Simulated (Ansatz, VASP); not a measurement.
# C9O in VASP and in Ansatz

```xyz
10
Lattice="2.5129 0.0000 0.0000 -1.2565 2.1763 0.0000 0.0000 0.0000 26.8183" Properties=species:S:1:pos:R:3 pbc="T T T"
C     0.0000    1.4508    8.5000
C     0.0000    0.0000    9.0129
C     0.0000    0.0000   10.5518
C     1.2565    0.7254   11.0647
C     1.2565    0.7254   12.6074
C     0.0000    1.4508   13.1188
C     0.0000    1.4508   14.6607
C     0.0000    0.0000   15.2018
C     0.0000    0.0000   16.6716
O     0.0000    0.0000   17.8485
```

Alike in both runs: functional PBEsol; k mesh 12 × 12 × 1; occupations gaussian, width 0.05 eV; no spin polarisation.

Ansatz relaxed the structure, and its values are those at the end. VASP's run is a single point on that final structure, the one shown.

```csv
,VASP,Ansatz
version,VASP 6.6.1,Ansatz 0.2.0
potentials or method,"VASP PAW PBE potentials, release 64 (C, O)","scalar-relativistic, plane waves, PAW"
plane-wave cutoff (eV),520,420
valence electrons in the cell,42,42
```

|  | VASP | Ansatz | Ansatz less VASP |
| --- | --- | --- | --- |
| gap on the k mesh at the Fermi level (eV) | none | none | - |
| rms of the force components (eV/Å) | 1.140 | 1.128 | -0.0128 |
| work function, face that differs most (eV) | 6.72 | 6.63 | -0.085 |

A gap of «none» marks a metal or a gap that the smearing closes. Ansatz warned: «vacuum_below_fermi».

Caveats: the standard files for N, O and F lose accuracy on very short bonds; the PAW data sets were made with another functional, which shifts forces and pressure a little (VASP).
